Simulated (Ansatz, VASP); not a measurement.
**Two plane-wave programs on CuO**

```
Cu O
1.0
     3.30980    0.00000    0.00000
    -1.65490    2.86637    0.00000
     0.00000    0.00000    5.42069
Cu O
2 2
Cartesian
  1.6549 0.9555 0.0000
  0.0000 1.9109 2.7103
  1.6549 0.9555 3.3890
  0.0000 1.9109 0.6787
```

Measurements of this composition are mostly on another form, of space group No. 15.

Alike in both runs: task single point; functional PBEsol; k mesh 9 × 9 × 5; occupations fermi-dirac, width 0.05 eV; no spin polarisation.

|  | VASP | Ansatz |
| --- | --- | --- |
| version | VASP 6.6.1 | Ansatz 0.2.0 |
| potentials or method | VASP PAW PBE potentials, release 64 (Cu, O) | Ansatz PAW |
| plane-wave cutoff (eV) | 520 | 420 |
| valence electrons in the cell | 34 | 50 |

```tsv
	VASP	Ansatz	Ansatz less VASP
gap on the k mesh at the Fermi level (eV)	none	none	-
pressure (GPa)	-16.2	-16.6	-0.46
largest component of the traceless stress (GPa)	0.78	0.81	+0.030
rms of the force components (eV/Å)	0.036	0.036	+0.0008
```

Atom by atom the forces differ by 0.001 eV/Å (rms over components). A gap of «none» marks a metal or a gap that the smearing closes. The functional is the same, so the differences come from potentials, cutoffs and numerics. The two sets of potentials don't hold the same shells in valence.

Caveats: the run has no spin polarisation, though such a crystal can be magnetic; semilocal functionals often make such compounds metallic where correlation or magnetic order opens a gap, which also shifts bond lengths; so large a pressure means that the cell lies far from this level's equilibrium, or that cutoff or potentials fall short (VASP); the potentials were made for another functional, which shifts forces and pressure (VASP); the pressure holds a Pulay correction of +0.6 GPa for the finite cutoff (Ansatz); the PAW data sets come from PBE, with cores solved anew for the run's functional, which leaves a small shift of forces and pressure (Ansatz).
